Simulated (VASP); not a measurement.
Wanted: the native input for a VASP 6.6.1 run.

```
Task                   : relaxation of cell and atoms
Functional             : PBE
Dispersion             : D3
Potentials or basis    : VASP PAW PBE potentials, release 64 (Ba_sv, S)
Cutoff                 : 600 eV
k mesh                 : 7 × 7 × 7
Occupations            : fermi-dirac, width 0.05 eV
Spin                   : no spin polarisation
Further INCAR settings : ALGO = Fast; EDIFF = 1e-06; IBRION = 2; EDIFFG = -0.01; NSW = 60; ISIF = 3
```

The structure of BaS lies in POSCAR:

```
BaS
1.0
    0.0000000000      3.1937500000      3.1937500000
    3.1937500000      0.0000000000      3.1937500000
    3.1937500000      3.1937500000      0.0000000000
Ba S
1 1
Direct
    0.0000000000      0.0000000000      0.0000000000
    0.5000000000      0.5000000000      0.5000000000
```

The input as run:

INCAR

```
PREC = Accurate
ENCUT = 600
EDIFF = 1E-6
ISMEAR = -1
SIGMA = 0.05
LREAL = False
LASPH = True
NELM = 60
ALGO = Fast
ISIF = 3
LWAVE = False
LCHARG = False
GGA = PE
IVDW = 11
IBRION = 2
NSW = 60
EDIFFG = -0.01
```

KPOINTS

```
Automatic mesh
0
Gamma
  7 7 7
```

Potentials or basis: VASP PAW PBE potentials, release 64 (Ba_sv, S).

Run with:

```console
$ cat potpaw_PBE.64/Ba_sv/POTCAR potpaw_PBE.64/S/POTCAR > POTCAR
$ mpirun -np 1 vasp_std > vasp.out
```

Results of the run:

| Property | Result |
| --- | --- |
| Relaxed volume | 32.91 Å³/atom |
| Relaxed cell | a = 4.532 Å, b = 4.532 Å, c = 4.532 Å, α = 60.00°, β = 60.00°, γ = 60.00° |
| Space group after relaxing (to 0.05 Å) | Fm-3m (No. 225) |
| Energy gained by relaxing | 0.4 meV/atom |
| Ionic steps | 3 |
| Pressure after relaxing | 0.0 GPa |
| Band gap on the k mesh | 2.18 eV, indirect (least direct gap 2.33 eV) |
| Dispersion energy per atom | -0.154 eV |

Caveat: spin-orbit coupling is left out, which moves the levels of the heavy elements; an odd mesh through Γ misses points on the zone boundary, where band edges often lie.

Wall time 20 s on 1 thread of Intel(R) Xeon(R) 6975P-C (Granite Rapids), with other jobs on the host, peak memory 0.22 GiB.
